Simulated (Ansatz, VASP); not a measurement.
## Two plane-wave programs on TiCo

INCAR

```
SYSTEM = TiCo
  PREC = Accurate
  ENCUT = 520
  EDIFF = 1E-6
  ISMEAR = 0
  SIGMA = 0.15
  LREAL = .FALSE.
  LASPH = .TRUE.
  NELM = 150
  ALGO = Normal
  ISIF = 2
  LWAVE = .FALSE.
  LCHARG = .FALSE.
  ISPIN = 2
  MAGMOM = 0 0.4
  LORBIT = 11
  LMAXMIX = 4
  GGA = PS
  NBANDS = 22
```

File KPOINTS:

```
regular mesh
0
G
  16 16 16
  0 0 0
```

POSCAR

```
TiCo
1.0
    2.9861109900      0.0000000000      0.0000000000
    0.0000000000      2.9861109900      0.0000000000
    0.0000000000      0.0000000000      2.9861109900
Ti Co
1 1
Direct
    0.0000000000      0.0000000000      0.0083720934
    0.5000000000      0.5000000000      0.5000000000
```

Input for Ansatz:

```yaml
crystal:
  lattice:
    - [2.98611099, 0.0, 0.0]
    - [0.0, 2.98611099, 0.0]
    - [0.0, 0.0, 2.98611099]
  atoms:
    - { symbol: Ti, position: [0.0, 0.0, 0.0083720934] }
    - { symbol: Co, position: [0.5, 0.5, 0.5], spin: 0.4 }
basis:
  ecutwfc: 420
kpoints:
  mp_grid: { grid: [16, 16, 16] }
hamiltonian:
  xc: pbesol
scf:
  occupations: { method: gaussian, width: 0.15 }
output:
  forces: true
  stress: true
  eigenvalues: true
  populations: true
magnetization:
  spin_polarized: true
```

Change from the starting cell: all Ti atoms moved +0.025 Å, as atom 1 along Cartesian [0 0 1].

Alike in both runs: task single point; functional PBEsol; k mesh 16 × 16 × 16; occupations gaussian, width 0.15 eV; collinear spin.

```csv
,VASP,Ansatz
version,VASP 6.6.1,Ansatz 0.2.0
potentials or method,"VASP PAW PBE potentials, release 64 (Ti_sv, Co)","scalar-relativistic, plane waves, PAW"
plane-wave cutoff (eV),520,420
valence electrons in the cell,21,29
```

```tsv
	VASP	Ansatz	Ansatz less VASP
gap on the k mesh at the Fermi level (eV)	none	none	-
pressure (GPa)	-9.5	-7.5	+1.97
rms of the force components (eV/Å)	0.055	0.065	+0.0100
net moment per atom (μB)	0.00	0.40	+0.403
size of the moment on the site where the two differ most (μB)	0.00	0.88	+0.884
```

The net moments differ so much that the two runs ended in different magnetic states, which moves the other rows too. Site moments also hang on the region over which each program counts them. Atom by atom the forces differ by 0.010 eV/Å (rms over components). A gap of «none» marks a metal or a gap that the smearing closes. The two sets of potentials don't hold the same shells in valence.

Caveats: the PAW data sets were made with another functional, which shifts forces and pressure a little (VASP).
